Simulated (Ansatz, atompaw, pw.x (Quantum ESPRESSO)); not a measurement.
## From atom to crystal: PAW (atompaw) potential for tellurium

atompaw 4.2.0.5 input, output lines left out:

```
Te 52
GGA-PBE scalarrelativistic loggrid 1500 logderivrange -3 5 201
5 5 4 0 0 0
5 1 4
0 0 0
c
c
c
c
v
c
c
c
v
c
c
2
2.50 2.35 2.00 1.40
y
-0.5
n
y
4.5
n
y
0.2
n
custom rrkj vanderbiltortho gaussian
bessel
2.50
2.00
2.50
2.50
1.85
```

Atomic tests: cutoffs needed: 8 Ry and 12 Ry (the cutoffs (Ry, on a coarse ladder) from which the occupation-weighted sum of valence levels, in a spherical-Bessel basis at the reference potential, stays within 10 and 1 mRy of its value at 400 Ry); ghost test: no extra level below or beside the all-electron valence levels (s, p, d, f tested) (spherical-Bessel basis up to 400 Ry, 20 bohr box); lowest eigenvalue of the overlap operator: 0.28 (s channel).

Crystal test: sc Te in pw.x 7.5, no spin, 10³ k-points, Fermi–Dirac smearing 0.01 Ry, cutoffs 40/400 Ry. The reference is all-electron LAPW (Ansatz 0.2.0) with the same functional, mesh and smearing; V0 and B0 come from Birch–Murnaghan fits to the pressures at five volumes. Errors are pseudo minus all-electron; Δ is the rms difference of the E(V) curves that follow from these fits, minima aligned, over ±6 % about the mean V0. Mesh and smearing are coarse, so the numbers serve the comparison and aren't converged zero-temperature values; the lattice is a test structure that the element need not adopt.

All-electron: a0 = 3.203 Å (V0 = 32.86 Å³/atom), B0 = 49.4 GPa.

Question: How far does the potential miss the all-electron equation of state?

Answer: mean pressure error (GPa): -0.29; a0 (Å): 3.197; a0 error (%): -0.19; B0 error (%): +1.0; Δ (meV/atom): 2.1. The logarithmic derivative shows an extra or strongly shifted pseudo pole above the reference energy (d near 1.47 Ry).

| V (Å³/atom) | P all-electron (GPa) | P pseudo (GPa) |
| --- | --- | --- |
| 31.282 | 2.73 | 2.40 |
| 32.105 | 1.21 | 0.90 |
| 32.928 | -0.11 | -0.39 |
| 33.751 | -1.25 | -1.51 |
| 34.574 | -2.23 | -2.49 |

Question: At the middle volume, how do free energy and pressure move when the wave cutoff is lowered (ecutrho held at 400 Ry)?

Answer:

```csv
cutoff (Ry),shift of F (meV/atom),shift of P (GPa)
18,+11.9,-0.07
24,+1.5,-0.03
32,+0.6,-0.00
```

The run at the middle volume (56 k-points, 9 iterations) took about 12 s on one core of a shared host (Intel(R) Xeon(R) Platinum 8375C CPU @ 2.90GHz, 128 threads, 992 GiB, load 69).
